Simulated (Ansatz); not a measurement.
# SnTe: do energies and stresses tell the same story?

All numbers below come from DFT PBE, scalar-relativistic, plane waves, PAW (Ansatz 0.2.0).

Settings: cutoff 420 eV, Γ-centred mesh 10×10×10 on the computed 2-atom cell, Gaussian smearing of 0.01 eV; no spin polarisation.

Relaxed cell: Fm-3m, a = 6.413 Å, b = 6.413 Å, c = 6.413 Å, α = 90.00°, β = 90.00°, γ = 90.00°, 2 atoms in the primitive cell.

Energies at zero smearing and pressures from the stress tensor, at volumes with shape and atoms relaxed:
```
V (Å³/atom) E − E(first) (meV/atom) P (GPa)
     30.990                     0.00     2.77
     31.979                   -12.17     1.22
     32.968                   -15.76    -0.04
     33.957                   -11.95    -1.16
     34.946                    -1.76    -2.11
```

Question: Check P = −dE/dV between neighbouring volumes, and get the bulk modulus from the pressures alone.

Answer: With 1 eV/Å³ = 160.2 GPa:
| middle V (Å³/atom) | −ΔE/ΔV (GPa) | mean P (GPa) |
| --- | --- | --- |
| 31.484 | 1.971 | 1.993 |
| 32.473 | 0.581 | 0.589 |
| 33.462 | -0.617 | -0.602 |
| 34.451 | -1.650 | -1.637 |

The two differ by 0.02 GPa at most. The mean of two end pressures misses the average over a step by about ΔV² P″/12, up to 0.03 GPa here; with that taken off 0.01 GPa remains. Around V = 32.968 Å³/atom, the two neighbours give B = −V ΔP/ΔV = 32.968 × 2.38 / 1.978 = 39.7 GPa, against B0 = 40.0 GPa from the Birch–Murnaghan fit of the energies.